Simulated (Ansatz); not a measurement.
A series in volume scale on GaN

Periodic Kohn-Sham DFT of a crystal at fixed atoms, scaled to volume_scale times the given cell; pressure positive in compression, energy less spherical unpolarised free atoms, largest_vzz the field gradient of largest size among the nuclei. The results are calculated, by Ansatz 0.2.0.

The cell before it is scaled or strained (space group Fm-3m, No. 225):
```
cell vectors (Å)
   0.0000     1.9925     1.9925
   1.9925     0.0000     1.9925
   1.9925     1.9925     0.0000
atoms (fractions of the cell vectors)
Ga  0.50000  0.50000  0.50000
N   0.00000  0.00000  0.00000
```

Settings of every row: method all-electron PAW; functional PBEsol; relativity scalar; k mesh 10x10x10; filling fermi-dirac; smearing width 0.02 eV; nucleus gaussian.

Atom start moment: 0 on all atoms.

Limits: all rows lie far from zero pressure; cell far from its zero-pressure volume.

| row | volume scale | V (Å³/atom) | pressure (GPa) |
| --- | --- | --- | --- |
| 1 | 0.94 | 7.436 | ? |
| 2 | 0.96 | 7.594 | 79.638 |
| 3 | 0.98 | 7.752 | 68.718 |
| 4 | 0.99 | 7.831 | 63.642 |
| 5 | 1 | 7.91 | 58.803 |
| 6 | 1.01 | 7.989 | 54.192 |
| 7 | 1.02 | 8.069 | 49.794 |
| 8 | 1.04 | 8.227 | 41.599 |
| 9 | 1.06 | 8.385 | 34.143 |

Question: what pressure should row 1 give?

Worked fit of pressure. Take u = (V_r/V)^(2/3) − 1 with V_r = 7.9495 Å³ an atom, which is twice the finite (Eulerian) strain; such expansions in the strain, on which the Birch-Murnaghan equation of state is built, carry the rest volume and the bulk modulus. The shown rows have u = 0.03097, 0.01691, 0.01006, 0.00333, -0.0033, -0.0099, -0.02262, -0.03493. Least squares give pressure = 56.4859 + 696.269 × u + 1639.19 × u² GPa; a straight line predicts inner rows, each left out in turn, worse (root mean square 0.54 against 0.03 GPa). The rows lie off it by 0.016, -0.011, -0.014, -0.020, -0.014, 0.041, 0.024, -0.022 (root mean square 0.022 GPa). The withheld row has u = 0.04552, so the fit gives 56.4859 + 696.269 × (0.04552) + 1639.19 × (0.04552)² = 91.577 GPa.

The calculation gave 91.664 GPa. The fit lies 0.087 GPa (0.15 % of the column's range) below it; its largest miss of a shown row is 0.041 GPa. This row lies beyond the range of the fit.
